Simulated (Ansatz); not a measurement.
# SiC (Moissanite 6H) (P6_3mc) in Ansatz: a series of runs

One crystal, SiC (Moissanite 6H), is run at these levels: PBE; tasks: single point, equation of state.

All numbers are computed with Ansatz 0.2.0; they aren't measurements. Logs are shortened: lines on timing, memory, paths and dates and some standing lists are left out, and cuts for length are marked.

## Step 1: Starting point

The structure is hexagonal, space group P6_3mc (No. 186). Conventional cell: a = 3.095 Å, b = 3.095 Å, c = 15.170 Å, α = 90.00°, β = 90.00°, γ = 120.00°. Around Si (site symmetry 3m) lie 4 C at 1.90 Å. Si (site symmetry 3m) has 4 C at 1.90 Å as nearest neighbours. Si (site symmetry 3m) has 4 C at 1.90 Å as nearest neighbours. C (site symmetry 3m) is surrounded by 4 Si at 1.90 Å. Around C (site symmetry 3m) lie 4 Si at 1.90 Å. Around C (site symmetry 3m) lie 4 Si at 1.90 Å.

## Step 2: Single point, PBE, 9.86 Å³/atom (volume scaled by 0.94)

Input file input.yaml:

```yaml
crystal:
  lattice:
    - [3.0318190065, 0.0, 0.0]
    - [-1.5159095032, 2.6256322793, 0.0]
    - [0.0, 0.0, 14.8603212692]
  atoms:
    - { symbol: Si, position: [0.6666666667, 0.3333333333, 0.4583] }
    - { symbol: Si, position: [0.3333333333, 0.6666666667, 0.9583] }
    - { symbol: Si, position: [0.6666666667, 0.3333333333, 0.7917] }
    - { symbol: Si, position: [0.3333333333, 0.6666666667, 0.2917] }
    - { symbol: Si, position: [0.0, 0.0, 0.625] }
    - { symbol: Si, position: [0.0, 0.0, 0.125] }
    - { symbol: C, position: [0.6666666667, 0.3333333333, 0.3333] }
    - { symbol: C, position: [0.3333333333, 0.6666666667, 0.8333] }
    - { symbol: C, position: [0.6666666667, 0.3333333333, 0.6667] }
    - { symbol: C, position: [0.3333333333, 0.6666666667, 0.1667] }
    - { symbol: C, position: [0.0, 0.0, 0.5] }
    - { symbol: C, position: [0.0, 0.0, 0.0] }
hamiltonian:
  xc: pbe
  pseudopotentials: { kind: paw }
kpoints:
  mp_grid: { grid: [10, 10, 2] }
scf:
  occupations: { method: fermi_dirac, width: 0.05 }
output:
  forces: true
  stress: true
  eigenvalues: true
  write_density: true
  write_potential: true
  elf: true
  volumetric_format: npy
```

Potentials or basis: Ansatz PAW.

On the command line:

```
ansatz run input.yaml --threads 2 --pin off --max-ram 5120MiB --backend cpu --events-out ev --progress --plain --runs-dir out
```

What it wrote:

```text
Warning: RAYON_NUM_THREADS=2 ignored (pool sized by the plan → 2); use --threads N
Engine: ansatz 0.2.0, x86_64-unknown-linux-gnu
Pseudopotentials: kind: paw
Pseudopotential: Si, paw, valence charge 4, recommended cutoff 420 eV (normal), Si.paw.azcp
Pseudopotential: C, paw, valence charge 4, recommended cutoff 420 eV (normal), C.paw.azcp
Functional definition: PBE
  parameter kappa = 0.804
  parameter beta = 0.06672455060314922
  exchange = pbe_x(kappa = kappa, mu = beta*pi^2/3)
  correlation = pbe_c(beta = beta)
Crystal: 12 atoms, lattice volume = 118.295 Å³
Basis set: ecut = 420 eV, 2293 PW (Γ), exchange–correlation on 48×48×200 points (8 copies of the dense FFT grid, shifted against one another)
Bands: 36, of which v1, the nominal top of the filled ones, is band 24 counted from 1 (23 counted from 0)
Symmetry: 12 space group operations
Space group: P63mc (ITA 186), of the structure as read, at distance tolerance 4.9e-5 Å
k-points: 28 of 200
Non-local potential: Si, projectors of the file, l = 0: 2, l = 1: 2, l = 2: 2
Non-local potential: C, projectors of the file, l = 0: 2, l = 1: 2, l = 2: 1
PAW form: soft (Blöchl's): semilocal exchange-correlation on the pseudo side does not see the compensation charge
PAW one-centre angular grid: Si, 110 points (default); XC on 64 Gauss nodes
PAW one-centre angular grid: C, 110 points (default); XC on 64 Gauss nodes
Initial density: superposition of atomic densities (neutral atoms: chi_scale 0, normalization atom), corrected by the library's trained network
Initial wavefunctions: pseudopotential atomic-orbital guess
Functional: x = pbe(κ = 0.804, μ = 0.2195149727645171), c = pbe(β = 0.06672455060314922)
SCF iter   1: F=—  HF=-5322.622468 eV  |F-HF|=—  |Δ(HF+E_count)|=         —  Δρ=2.34e-3  dr2=6.29e-3  ethr=1.77e-3  ⟨swp⟩=6.7  Hψ=5298  notcnv=0  defer=23
preconditioner: auto → none  [insulator: Δε(μ)=1.986 eV  Ē_g=12.299 eV  σ=0.050 eV  W_gap=1.00  n_scr=10 (ndim 8)  ℏωp=23.7 eV  f_vac=0.000  D(μ)=0.00/eV (n_scr^D=0)  ε∞_Penn≈4.7]
SCF iter   2: F=—  HF=-5322.622176 eV  |F-HF|=—  |Δ(HF+E_count)|=   2.93e-4  Δρ=7.52e-4  dr2=2.92e-4  ethr=1.31e-5  ⟨swp⟩=2.2  Hψ=1832  notcnv=0  defer=70
SCF iter   3: F=—  HF=-5322.622478 eV  |F-HF|=—  |Δ(HF+E_count)|=   3.02e-4  Δρ=2.80e-4  dr2=3.75e-5  ethr=6.08e-7  ⟨swp⟩=2.6  Hψ=1551  notcnv=0  defer=70
SCF iter   4: F=—  HF=-5322.622516 eV  |F-HF|=—  |Δ(HF+E_count)|=   3.79e-5  Δρ=4.24e-5  dr2=5.52e-6  ethr=7.81e-8  ⟨swp⟩=2.0  Hψ=1499  notcnv=0  defer=70
SCF iter   5: F=—  HF=-5322.622515 eV  |F-HF|=—  |Δ(HF+E_count)|=   2.14e-7  Δρ=1.46e-5  dr2=1.48e-7  ethr=1.15e-8  ⟨swp⟩=2.0  Hψ=1284  notcnv=0  defer=70
SCF iter   6: F=-5322.622516 eV  HF=-5322.622516 eV  |F-HF|=1.58e-9  |Δ(HF+E_count)|=   2.33e-7  Δρ=2.58e-6  dr2=5.94e-9  ethr=2.08e-10  ⟨swp⟩=14.7  Hψ=7211  notcnv=0
SCF 1 converged in 6 iterations: F = -5322.622516 eV  dr2 = 5.94e-9
SCF converged after 6 iterations
Free energy (F): -5322.622516 eV
Harris-Foulkes:  -5322.622516 eV  (|F-HF|=1.58e-9)
Internal energy: -5322.622516 eV  (E = F + TS)
E sigma→0 (E₀):  -5322.622516 eV
Fermi energy:    11.154986 eV
--- Per-component energies (eV) ---
  E_band       = 195.751453
  E_kinetic    = 830.427991
  E_local      = -610.472219  (includes V_loc(G=0)·N_el)
  E_nonlocal   = 314.947388
  E_hartree    = 190.361651
  E_xc         = -638.360902
  E_vxc        = -663.163960  (∫ρ·V_xc dr)
  E_paw        = -3673.918696  (= ΣΔE_a)
  E_vpaw       = -56.710978  (= ΣTr[D̂ρ^β])
  E_aug_tail   = 0.000078  (compensation charges beyond the density's cutoff)
  E_ewald      = -1735.607807
  E_smearing   = -0.000000  (= −TS)
  E_closure    = 0.000000  (closes the sum)
  Σ components = -5322.622516   (vs F -5322.622516, Δ=0.00e0)
--- Forces (eV/Å), atoms counted from 1 ---
  atom   1  Si    -0.00000000    -0.00000000     0.06655026
  atom   2  Si     0.00000000     0.00000000     0.06655026
  atom   3  Si     0.00000000    -0.00000000     0.03176781
  atom   4  Si    -0.00000000     0.00000000     0.03176781
  atom   5  Si     0.00000000     0.00000000     0.03813879
  atom   6  Si    -0.00000000    -0.00000000     0.03813879
  atom   7  C      0.00000000     0.00000000    -0.01755233
  atom   8  C     -0.00000000    -0.00000000    -0.01755233
  atom   9  C     -0.00000000     0.00000000     0.03343080
  atom  10  C      0.00000000     0.00000000     0.03343080
  atom  11  C      0.00000000    -0.00000000    -0.15234477
  atom  12  C     -0.00000000     0.00000000    -0.15234477
  max |Σ_I F_I| component: 1.89e-5 eV/Å
--- Stress (GPa, compression-positive) ---
       14.899536       0.000000       0.000000
        0.000000      14.899536      -0.000000
        0.000000       0.000000      15.707389
  P = ⅓ Tr σ = 15.1688 GPa (151.688 kbar)
--- Band table (eV; the first three rows and the last of 28) ---
  k-point 0: bands = ["-5.6976", "-5.1601", "-5.1115", "-3.5567", "-3.5224", "-1.9360", "1.2825", "3.7528", "3.7897", "7.6892", "7.7109", "8.9815", "8.9815", "9.1680", "9.1680", "9.2883", "9.2883", "9.7545", "9.7545", "9.8503", "9.8503", "10.1050", "10.1505", "10.1505", "15.7302", "15.8942", "16.3279", "16.8319", "16.9950", "17.2327", "17.3229", "17.3229", "17.5669", "17.5669", "17.8678", "17.8678"]
  k-point 1: bands = ["-5.5564", "-5.5564", "-4.4508", "-4.4508", "-2.5250", "-2.5250", "2.0968", "2.0968", "5.7222", "5.7222", "9.0414", "9.0414", "9.0414", "9.0414", "9.3749", "9.3749", "9.5014", "9.5014", "9.5014", "9.5014", "10.0537", "10.0537", "10.0537", "10.0537", "15.7954", "15.7954", "16.5537", "16.5537", "17.3003", "17.3003", "17.4169", "17.4169", "17.4169", "17.4169", "17.9249", "17.9249"]
  k-point 2: bands = ["-5.5174", "-4.9825", "-4.9333", "-3.3880", "-3.3531", "-1.7851", "1.4501", "3.8713", "3.9082", "7.5979", "7.6361", "8.0231", "8.3392", "8.4423", "8.6380", "8.8996", "8.9865", "9.1275", "9.2204", "9.5403", "9.6161", "9.6895", "9.9949", "10.0822", "15.8835", "16.1700", "16.2822", "16.8053", "17.0004", "17.1144", "17.4116", "17.4626", "17.6813", "17.7410", "17.8441", "17.9150"]
  k-point 27: bands = ["-1.3992", "-1.3992", "-0.8811", "-0.8811", "-0.5337", "-0.5337", "2.4570", "2.4570", "2.8122", "2.8122", "3.1863", "3.1863", "4.2310", "4.2310", "4.9343", "4.9343", "5.4084", "5.4084", "6.6902", "6.6902", "7.6577", "7.6577", "7.9134", "7.9134", "13.8672", "13.8672", "14.5222", "14.5222", "16.0630", "16.0630", "17.5507", "17.5507", "18.9143", "18.9143", "19.5687", "19.5687"]
```

It took 16 s on 2 threads of Intel Xeon at 2.50GHz (Skylake/Cascade Lake), shared host; peak memory 0.42 GiB.

What came out:

```yaml
Free_energy: -5322.6225 eV
Pressure: 15.2 GPa
Largest_force: 0.152 eV/Å
Band_gap_on_the_k_mesh: 2.01 eV, indirect (least direct gap 3.12 eV)
```

## Step 3: Single point, PBE, 10.07 Å³/atom (volume scaled by 0.96)

input.yaml: that of step 2 with these lines changed.

```diff
@@ -2,5 +2,5 @@
   lattice:
-    - [3.0318190065, 0.0, 0.0]
-    - [-1.5159095032, 2.6256322793, 0.0]
-    - [0.0, 0.0, 14.8603212692]
+    - [3.053170548, 0.0, 0.0]
+    - [-1.526585274, 2.6441232567, 0.0]
+    - [0.0, 0.0, 14.964974867]
   atoms:
@@ -29,5 +29 @@
   eigenvalues: true
-  write_density: true
-  write_potential: true
-  elf: true
-  volumetric_format: npy
```

Potentials or basis: Ansatz PAW.

On the command line:

```
ansatz run input.yaml --threads 2 --pin off --max-ram 5120MiB --backend cpu --events-out ev --progress --plain --runs-dir out
```

Run time: 13 s. Hardware: 2 threads of Intel Xeon at 2.50GHz (Skylake/Cascade Lake), shared host; peak memory 0.41 GiB.

Results (log left out):

| Quantity | Value |
| --- | --- |
| Free energy | -5322.8170 eV |
| Pressure | 9.7 GPa |
| Largest force | 0.149 eV/Å |
| Band gap on the k mesh | 2.01 eV, indirect (least direct gap 3.12 eV) |

## Step 4: Single point, PBE, 10.28 Å³/atom (volume scaled by 0.98)

input.yaml: that of step 3 with these lines changed.

```diff
@@ -2,5 +2,5 @@
   lattice:
-    - [3.053170548, 0.0, 0.0]
-    - [-1.526585274, 2.6441232567, 0.0]
-    - [0.0, 0.0, 14.964974867]
+    - [3.074227562, 0.0, 0.0]
+    - [-1.537113781, 2.6623591657, 0.0]
+    - [0.0, 0.0, 15.0681848517]
   atoms:
```

On the command line:

```
ansatz run input.yaml --threads 2 --pin off --max-ram 5120MiB --backend cpu --events-out ev --progress --plain --runs-dir out
```

It took 13 s on 2 threads of Intel Xeon at 2.50GHz (Skylake/Cascade Lake), shared host; peak memory 0.41 GiB.

The run converged. Its results:

```
Free energy            : -5322.9296 eV
Pressure               : 4.7 GPa
Largest force          : 0.145 eV/Å
Band gap on the k mesh : 2.02 eV, indirect (least direct gap 3.12 eV)
```

## Step 5: Single point, PBE, 10.49 Å³/atom

input.yaml: that of step 4 with these lines changed.

```diff
@@ -2,5 +2,5 @@
   lattice:
-    - [3.074227562, 0.0, 0.0]
-    - [-1.537113781, 2.6623591657, 0.0]
-    - [0.0, 0.0, 15.0681848517]
+    - [3.095, 0.0, 0.0]
+    - [-1.5475, 2.6803486247, 0.0]
+    - [0.0, 0.0, 15.17]
   atoms:
```

On the command line:

```
ansatz run input.yaml --threads 2 --pin off --max-ram 5120MiB --backend cpu --events-out ev --progress --plain --runs-dir out
```

It took 12 s on 2 threads of Intel Xeon at 2.50GHz (Skylake/Cascade Lake), shared host; peak memory 0.41 GiB.

Results (log left out):

* Free energy: -5322.9682 eV
* Pressure: 0.2 GPa
* Largest force: 0.142 eV/Å
* Band gap on the k mesh: 2.02 eV, indirect (least direct gap 3.12 eV)

## Step 6: Single point, PBE, 10.70 Å³/atom (volume scaled by 1.02)

input.yaml: that of step 5 with these lines changed.

```diff
@@ -2,5 +2,5 @@
   lattice:
-    - [3.095, 0.0, 0.0]
-    - [-1.5475, 2.6803486247, 0.0]
-    - [0.0, 0.0, 15.17]
+    - [3.1154972861, 0.0, 0.0]
+    - [-1.557748643, 2.6980997952, 0.0]
+    - [0.0, 0.0, 15.270466504]
   atoms:
```

Potentials or basis: Ansatz PAW.

On the command line:

```
ansatz run input.yaml --threads 2 --pin off --max-ram 5120MiB --backend cpu --events-out ev --progress --plain --runs-dir out
```

Wall time 12 s (2 threads of Intel Xeon at 2.50GHz (Skylake/Cascade Lake), shared host); peak memory 0.42 GiB.

The run converged. Its results:

```yaml
Free_energy: -5322.9393 eV
Pressure: -3.8 GPa
Largest_force: 0.138 eV/Å
Band_gap_on_the_k_mesh: 2.03 eV, indirect (least direct gap 3.12 eV)
```

## Step 7: Single point, PBE, 10.91 Å³/atom (volume scaled by 1.04)

input.yaml: that of step 6 with these lines changed.

```diff
@@ -2,5 +2,5 @@
   lattice:
-    - [3.1154972861, 0.0, 0.0]
-    - [-1.557748643, 2.6980997952, 0.0]
-    - [0.0, 0.0, 15.270466504]
+    - [3.1357283548, 0.0, 0.0]
+    - [-1.5678641774, 2.7156204146, 0.0]
+    - [0.0, 0.0, 15.369628156]
   atoms:
```

On the command line:

```
ansatz run input.yaml --threads 2 --pin off --max-ram 5120MiB --backend cpu --events-out ev --progress --plain --runs-dir out
```

Wall time 12 s (2 threads of Intel Xeon at 2.50GHz (Skylake/Cascade Lake), shared host); peak memory 0.42 GiB.

Results (log left out):

- Free energy: -5322.8496 eV
- Pressure: -7.5 GPa
- Largest force: 0.135 eV/Å
- Band gap on the k mesh: 2.03 eV, indirect (least direct gap 3.11 eV)

## Step 8: Single point, PBE, 11.12 Å³/atom (volume scaled by 1.06)

input.yaml: that of step 7 with these lines changed.

```diff
@@ -2,5 +2,5 @@
   lattice:
-    - [3.1357283548, 0.0, 0.0]
-    - [-1.5678641774, 2.7156204146, 0.0]
-    - [0.0, 0.0, 15.369628156]
+    - [3.1557016854, 0.0, 0.0]
+    - [-1.5778508427, 2.7329178263, 0.0]
+    - [0.0, 0.0, 15.4675265161]
   atoms:
```

On the command line:

```
ansatz run input.yaml --threads 2 --pin off --max-ram 5120MiB --backend cpu --events-out ev --progress --plain --runs-dir out
```

Wall time 16 s (2 threads of Intel Xeon at 2.50GHz (Skylake/Cascade Lake), shared host); peak memory 0.42 GiB.

Results (log left out):

- Free energy: -5322.7045 eV
- Pressure: -10.9 GPa
- Largest force: 0.133 eV/Å
- Band gap on the k mesh: 2.04 eV, indirect (least direct gap 3.11 eV)

## Step 9: Equation of state, PBE

Potentials or basis: Ansatz PAW.

This step only gathers the single runs of the series.

Results:

| Property | Result |
| --- | --- |
| Equilibrium volume | 10.50 Å³/atom |
| Bulk modulus at fixed shape and positions | 213 GPa |
| Pressure derivative of the bulk modulus | 3.9 |

Energy against volume, from the lowest point:
| volume (Å³/atom) | energy (meV/atom) |
| --- | --- |
| 9.858 | 28.81 |
| 10.068 | 12.60 |
| 10.277 | 3.22 |
| 10.487 | 0.00 |
| 10.697 | 2.41 |
| 10.907 | 9.88 |
| 11.116 | 21.97 |

Caveat: the cell was scaled at fixed shape and fractional positions, which overstates the stiffness of a crystal with free parameters, most of all of layers and chains.
